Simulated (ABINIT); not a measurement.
# CdS (Hawleyite) (F-43m) in ABINIT: settings compared, part 2 of 2

ABINIT 10.8.3 (patched build). The steps go on from the part before.

## Step 3: Band structure, r2SCAN

Input file run.abi:

```
# Datasets: ground state, then fixed potential
ndtset 2

# Pseudopotentials
pp_dirpath "./"
pseudos "Cd.LDA_PW-JTH.xml, S.LDA_PW-JTH.xml"

# Structure
acell 7.7942771716 7.7942771716 7.7942771716
rprim
     0.0000000000     0.7071067812     0.7071067812
     0.7071067812     0.0000000000     0.7071067812
     0.7071067812     0.7071067812     0.0000000000
ntypat 2
znucl 48 16
natom 2
typat 1 2
xred
     0.0000000000     0.0000000000     0.0000000000
     0.7500000000     0.7500000000     0.7500000000

# Plane-wave basis
ecut 24.0
pawecutdg 46.0

# Exchange and correlation
ixc -497498
usekden 1
pawxcdev 0

# Bands and occupations
occopt 3
tsmear 0.00183747

# SCF cycle
nstep 100

# Output
iomode 3
prtwf 0
prteig 0
prtebands 0
prtden1 1
prtkden1 1
prtvha1 1
prtvclmb1 1
prtpot1 1

# Dataset 1
kptopt1 1
ngkpt1 8 8 8
nshiftk1 1
shiftk1 0.0 0.0 0.0
nband1 13
tolvrs1 1.0e-7

# Dataset 2: bands along G-X-W-K-G-L-U-W-L-K
iscf2 -2
getden2 1
getkden2 1
nband2 17
nbdbuf2 2
tolwfr2 1.0e-12
kptopt2 -9
ndivsm2 8
prteig2 1
kptbounds2
     0.0000000000     0.0000000000     0.0000000000
     0.5000000000     0.0000000000     0.5000000000
     0.5000000000     0.2500000000     0.7500000000
     0.3750000000     0.3750000000     0.7500000000
     0.0000000000     0.0000000000     0.0000000000
     0.5000000000     0.5000000000     0.5000000000
     0.6250000000     0.2500000000     0.6250000000
     0.5000000000     0.2500000000     0.7500000000
     0.5000000000     0.5000000000     0.5000000000
     0.3750000000     0.3750000000     0.7500000000
```

Potentials or basis: JTH PAW LDA v2.0.

Run with:

```console
abinit run.abi > log 2>&1
```

It took 12 min on 1 thread of Arm Neoverse V2, shared host; peak memory 0.2 GiB.

Results (log left out):

```
Free energy                                           : -1007.5601 eV
Pressure                                              : 1.3 GPa
Band gap on the k mesh                                : 1.55 eV, direct
Band gap along the path                               : 1.55 eV, direct
Valence electrons inside the program's atomic spheres : Cd 10.46; S 3.59
```

Levels at the corners of the path, in eV from the valence-band top:
```
point  band 7  band 8  band 9  band 10  band 11  band 12
    Γ    0.00    0.00    0.00     1.55     7.04     7.04
    X   -3.98   -1.93   -1.93     3.85     4.75     9.73
    W   -3.92   -2.32   -2.25     5.72     5.92     7.77
    K   -3.96   -2.59   -1.57     4.59     5.86     8.93
    Γ    0.00    0.00    0.00     1.55     7.04     7.04
    L   -4.47   -0.77   -0.77     3.45     7.46     7.46
    U   -3.96   -2.59   -1.57     4.59     5.86     8.93
    W   -3.92   -2.32   -2.25     5.72     5.92     7.77
    L   -4.47   -0.77   -0.77     3.45     7.46     7.46
    K   -3.96   -2.59   -1.57     4.59     5.86     8.93
```

Caveat: totals of a meta-GGA on PAW files have another zero than those of a GGA; the PAW data sets were made with another functional, which shifts forces and pressure a little.

## Step 4: Equation of state, RPBE

Input file run.abi:

```
# Datasets: one volume each
ndtset 7
getwfk -1
scalecart1 3*0.9795861087
scalecart2 3*0.9864848297
scalecart3 3*0.9932883884
scalecart4 3*1.0000000000
scalecart5 3*1.0066227096
scalecart6 3*1.0131594038
scalecart7 3*1.0196128224

# Pseudopotentials
pp_dirpath "./"
pseudos "Cd.GGA_PBE-JTH.xml, S.GGA_PBE-JTH.xml"

# Structure
acell 3*1.0
rprim
     0.0000000000     5.5113862425     5.5113862425
     5.5113862425     0.0000000000     5.5113862425
     5.5113862425     5.5113862425     0.0000000000
ntypat 2
znucl 48 16
natom 2
typat 1 2
xred
     0.0000000000     0.0000000000     0.0000000000
     0.7500000000     0.7500000000     0.7500000000

# Plane-wave basis
ecut 20.0
pawecutdg 40.0

# k points
kptopt 1
ngkpt 8 8 8
nshiftk 1
shiftk 0.0 0.0 0.0

# Exchange and correlation
ixc 15

# Bands and occupations
nband 13
occopt 3
tsmear 0.00183747

# SCF cycle
nstep 100
tolvrs 1.0e-9

# Output
iomode 3
prtwf 1
prtden 0
prteig 0
prtebands 0
enunit 1
```

Potentials or basis: JTH PAW PBE v2.0.

Run with:

```console
abinit run.abi > log 2>&1
```

run.abo:

```text
.Version 10.8.3 of ABINIT
 DATASET    1 : space group F-4 3 m (#216); Bravais cF (face-center cubic)
================================================================================
 Values of the parameters that define the memory need for DATASET  1.
     intxc =       0    ionmov =       0      iscf =      17    lmnmax =      18
     lnmax =       6     mgfft =      32  mpssoang =       3    mqgrid =    3001
     natom =       2  nloc_mem =       2    nspden =       1   nspinor =       1
    nsppol =       1      nsym =      24    n1xccc =       1    ntypat =       2
    occopt =       3   xclevel =       2
       mpw =        1365          nfft =       32768          nkpt =          29
 PAW method is used; the additional fine FFT grid is defined by:
   mgfftf=        45    nfftf =     91125
================================================================================
================================================================================
[... 71 lines left out ...]
 DATASET    7 : space group F-4 3 m (#216); Bravais cF (face-center cubic)
================================================================================
 Values of the parameters that define the memory need for DATASET  7.
     intxc =       0    ionmov =       0      iscf =      17    lmnmax =      18
     lnmax =       6     mgfft =      32  mpssoang =       3    mqgrid =    3001
     natom =       2  nloc_mem =       2    nspden =       1   nspinor =       1
    nsppol =       1      nsym =      24    n1xccc =       1    ntypat =       2
    occopt =       3   xclevel =       2
       mpw =        1540          nfft =       32768          nkpt =          29
 PAW method is used; the additional fine FFT grid is defined by:
[... 1416 lines left out ...]
            acell      1.0000000000E+00  1.0000000000E+00  1.0000000000E+00 Bohr
           etotal1    -5.7857733790E+01
           etotal2    -5.7859801358E+01
           etotal3    -5.7861490471E+01
           etotal4    -5.7862817859E+01
           etotal5    -5.7863830123E+01
           etotal6    -5.7864552198E+01
           etotal7    -5.7865022889E+01
            fcart1    -0.0000000000E+00 -0.0000000000E+00 -0.0000000000E+00
                      -0.0000000000E+00 -0.0000000000E+00 -0.0000000000E+00
            fcart2     1.5476683396E-30 -3.8691708490E-31 -7.7383416981E-31
                      -1.5476683396E-30  3.8691708490E-31  7.7383416981E-31
            fcart3    -0.0000000000E+00 -0.0000000000E+00 -0.0000000000E+00
                      -0.0000000000E+00 -0.0000000000E+00 -0.0000000000E+00
            fcart4    -0.0000000000E+00 -0.0000000000E+00 -0.0000000000E+00
                      -0.0000000000E+00 -0.0000000000E+00 -0.0000000000E+00
            fcart5    -9.1002397852E-30  4.5501198926E-30  3.0334132617E-30
                       9.1002397852E-30 -4.5501198926E-30 -3.0334132617E-30
[... 38 lines left out ...]
                       0.0000000000E+00  0.0000000000E+00  0.0000000000E+00
           xangst1     0.0000000000E+00  0.0000000000E+00  0.0000000000E+00
                       4.2854443262E+00  4.2854443262E+00  4.2854443262E+00
           xangst2     0.0000000000E+00  0.0000000000E+00  0.0000000000E+00
                       4.3156245058E+00  4.3156245058E+00  4.3156245058E+00
           xangst3     0.0000000000E+00  0.0000000000E+00  0.0000000000E+00
                       4.3453883742E+00  4.3453883742E+00  4.3453883742E+00
           xangst4     0.0000000000E+00  0.0000000000E+00  0.0000000000E+00
                       4.3747499971E+00  4.3747499971E+00  4.3747499971E+00
           xangst5     0.0000000000E+00  0.0000000000E+00  0.0000000000E+00
                       4.4037226959E+00  4.4037226959E+00  4.4037226959E+00
           xangst6     0.0000000000E+00  0.0000000000E+00  0.0000000000E+00
                       4.4323190988E+00  4.4323190988E+00  4.4323190988E+00
           xangst7     0.0000000000E+00  0.0000000000E+00  0.0000000000E+00
                       4.4605511918E+00  4.4605511918E+00  4.4605511918E+00
             xred      0.0000000000E+00  0.0000000000E+00  0.0000000000E+00
                       7.5000000000E-01  7.5000000000E-01  7.5000000000E-01
 Calculation completed.
```

It took 1.9 min on 1 thread of Arm Neoverse V2, shared host; peak memory 0.16 GiB.

Results:

* Equilibrium volume: 27.09 Å³/atom (rough: see the caveat)
* Bulk modulus: 48 GPa (rough)

Energy against volume, from the lowest point:
| volume (Å³/atom) | energy (meV/atom) |
| --- | --- |
| 23.319 | 99.17 |
| 23.815 | 71.04 |
| 24.312 | 48.06 |
| 24.808 | 30.00 |
| 25.304 | 16.23 |
| 25.800 | 6.40 |
| 26.296 | 0.00 |

Caveat: the cutoff is too short for stress, so the log's stress isn't used; pressures at fixed basis lie under the slope of the energies; the minimum lies outside the volumes run; the PAW data sets were made with another functional, which shifts forces and pressure a little.
